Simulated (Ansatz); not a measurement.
Pt:

```
Pt
1.0
    -1.58422    1.58422    1.58422
     1.58422   -1.58422    1.58422
     1.58422    1.58422   -1.58422
Pt
1
Cartesian
  0.0000 0.0000 0.0000
```

This isn't the form of Pt at room conditions, which is fcc.

```yaml
Program: Ansatz 0.2.0
Task: relaxation of cell and atoms
Functional: PBEsol0
Potentials_or_basis: Ansatz PAW
Cutoff: "420 eV (not typed: the program's choice for these potentials)"
k_mesh: 6 × 6 × 6
Occupations: fermi-dirac, width 0.05 eV
Spin: no spin polarisation
```

At the start: volume 15.90 Å³/atom.

Question: How do energy, volume and symmetry change on relaxing?

Answer: It ends after 6 steps and the volume is 14.94 Å³/atom (-6.1 %); space group Im-3m (No. 229, to 0.05 Å).

The path:
```tsv
step	energy change (eV)	largest force (eV/Å)	volume (Å³)
1	0.0000	0.0000	15.90
2	-0.0487	0.0000	15.11
3	-0.0505	0.0000	14.94
4	-0.0500	0.0000	14.94
5	-0.0500	0.0000	14.94
6	-0.0500	0.0000	14.94
```

Final structure:
```
Pt
1.0
    -1.55151    1.55151    1.55151
     1.55151   -1.55151    1.55151
     1.55151    1.55151   -1.55151
Pt
1
Direct
  0.00000 0.00000 0.00000
```

Caveat: the k mesh is coarse (spacing up to 0.47 Å⁻¹), so the values aren't converged, least of all with exact exchange; the plane-wave basis is chosen anew once the cell has moved, so the energies of steps on either side of that aren't comparable; the PAW data sets come from PBE, with cores solved anew for the run's functional, which leaves a small shift of forces and pressure.
